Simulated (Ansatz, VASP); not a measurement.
# KI in VASP and in Ansatz

```
K I
1.0
     0.00000    3.58818    3.58818
     3.58818    0.00000    3.58818
     3.58818    3.58818    0.00000
K I
1 1
Cartesian
  0.0000 0.0000 0.0000
  3.5882 3.5882 3.5882
```

Alike in both runs: functional PBE; k mesh 6 × 6 × 6; occupations gaussian, width 0.02 eV; no spin polarisation.

Ansatz relaxed the structure, and its values are those at the end. VASP's run is a single point on that final structure, the one shown.

|  | VASP | Ansatz |
| --- | --- | --- |
| version | VASP 6.6.1 | Ansatz 0.2.0 |
| potentials or method | VASP PAW PBE potentials, release 64 (K_sv, I) | scalar-relativistic, plane waves, PAW |
| plane-wave cutoff (eV) | 520 | 420 |
| valence electrons in the cell | 16 | 26 |

|  | VASP | Ansatz | Ansatz less VASP |
| --- | --- | --- | --- |
| gap on the k mesh at the Fermi level (eV) | 3.86 | 3.86 | +0.004 |
| least direct gap on the mesh (eV) | 3.86 | 3.86 | +0.004 |
| pressure (GPa) | 0.1 | 0.0 | -0.03 |

The two sets of potentials don't hold the same shells in valence.

Caveats: spin-orbit coupling is left out, which moves the levels of the heavy elements. PBE gaps usually lie below the measured ones, often by a third to a half.
